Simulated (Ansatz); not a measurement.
Sn (space group Fd-3m) relaxed with several functionals in Ansatz (plane waves to 420 eV, scalar-relativistic PAW, no spin-orbit coupling, symmetry kept). The database cell has 33.80 Å³/atom; its temperature or method isn't stated, so the comparison with it is no error of the functional. No moments.

```csv
functional,conventional cell,V (Å³/atom),against the database cell (%),gap on mesh (eV),largest moment (μB)
PBE,"a = 6.655 Å, b = 6.655 Å, c = 6.655 Å, α = 90.00°, β = 90.00°, γ = 90.00°",36.84,9.0,0.00,0.00
LDA,"a = 6.474 Å, b = 6.474 Å, c = 6.474 Å, α = 90.00°, β = 90.00°, γ = 90.00°",33.92,0.3,0.00,0.00
PBE+D3(BJ),"a = 6.575 Å, b = 6.575 Å, c = 6.575 Å, α = 90.00°, β = 90.00°, γ = 90.00°",35.53,5.1,0.00,0.00
```